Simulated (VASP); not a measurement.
Wanted: the native input for a VASP 6.6.1 run.

```
Task                   : band structure
Functional             : PBEsol
Potentials or basis    : VASP PAW PBE potentials, release 64 (Pb_d, Se)
Cutoff                 : 520 eV
k mesh                 : 6 × 6 × 6
Occupations            : gaussian, width 0.03 eV
Spin                   : spin-orbit coupling, no magnetisation
Further INCAR settings : ALGO = Normal; EDIFF = 1e-06; NBANDS = 34
```

The structure of PbSe lies in POSCAR:

```
PbSe                                    
1.0
    0.0000000000      3.0522591322      3.0522591322
    3.0522591322      0.0000000000      3.0522591322
    3.0522591322      3.0522591322      0.0000000000
  Pb              Se            
     1     1
Direct
     0.0000000000000000    0.0000000000000000    0.0000000000000000
     0.5000000000000000    0.5000000000000000    0.5000000000000000
```

The input as run:

INCAR

```
PREC = Accurate ; ENCUT = 520
EDIFF = 1E-6 ; ISMEAR = 0
SIGMA = 0.03 ; LREAL = F
LASPH = T ; NELM = 80
ALGO = Normal ; ISIF = 2
LWAVE = F ; LCHARG = F
LNONCOLLINEAR = T ; MAGMOM = 0 0 0 0 0 0
LORBIT = 11 ; LSORBIT = T
GGA_COMPAT = F ; GGA = PS
NBANDS = 34
```

KPOINTS

```
Automatic mesh
0
Gamma
  6 6 6
```

KPOINTS_OPT

```
explicit points
159
Reciprocal
 0.0000000000  0.0000000000  0.0000000000 1
 0.0357142857  0.0000000000  0.0357142857 1
 0.0714285714  0.0000000000  0.0714285714 1
 0.1071428571  0.0000000000  0.1071428571 1
 0.1428571429  0.0000000000  0.1428571429 1
 0.1785714286  0.0000000000  0.1785714286 1
[... 151 lines left out ...]
 0.4250000000  0.0000000000  0.4250000000 1
 0.4500000000  0.0000000000  0.4500000000 1
```

Potentials or basis: VASP PAW PBE potentials, release 64 (Pb_d, Se).

Launch:

```bash
$ cat potpaw_PBE.64/Pb_d/POTCAR potpaw_PBE.64/Se/POTCAR > POTCAR
$ mpirun -np 1 vasp_ncl > vasp.out
```

Results of the run:

The pressure is -0.6 GPa and the valence electrons inside the program's atomic spheres are Pb 11.86; Se 3.79.

Caveat: the PAW data sets were made with another functional, which shifts forces and pressure a little.

Run time: 2.7 min on 1 thread of Intel(R) Xeon(R) 6975P-C (Granite Rapids) (shared host), peak memory 0.33 GiB.
